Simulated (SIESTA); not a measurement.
Crystal: BP.

```
P B
1.0
     0.00000    2.26900    2.26900
     2.26900    0.00000    2.26900
     2.26900    2.26900    0.00000
P B
1 1
Direct
  0.75000 0.75000 0.75000
  0.00000 0.00000 0.00000
```

Base run:

```yaml
Program: SIESTA 5.4.2
Functional: WC
Potentials_or_basis: PseudoDojo 0.4 standard (PBEsol files)
Basis: DZP (energy shift 0.002 Ry)
Grid_cutoff: 500 Ry
Energy_shift: 0.002 Ry
k_mesh: 10 × 10 × 10
Occupations: fermi-dirac, width 0.05 eV
Spin: no spin polarisation
```

Its results: band gap on the k mesh 1.20 eV, indirect (least direct gap 3.42 eV); pressure 2.0 GPa.

**Question.** The run is repeated on the same cell with these changes: functional from WC to BP86; potentials or basis from PseudoDojo 0.4 standard (PBEsol files) to PseudoDojo 0.4 standard (PBE files). What comes out?

**Answer.** Band gap on the k mesh 1.35 eV, indirect (least direct gap 3.48 eV); pressure 6.3 GPa.

Caveats: the potentials were made for another functional, which shifts forces and pressure; the basis of atomic orbitals isn't converged, which shifts pressures, moduli and gaps.
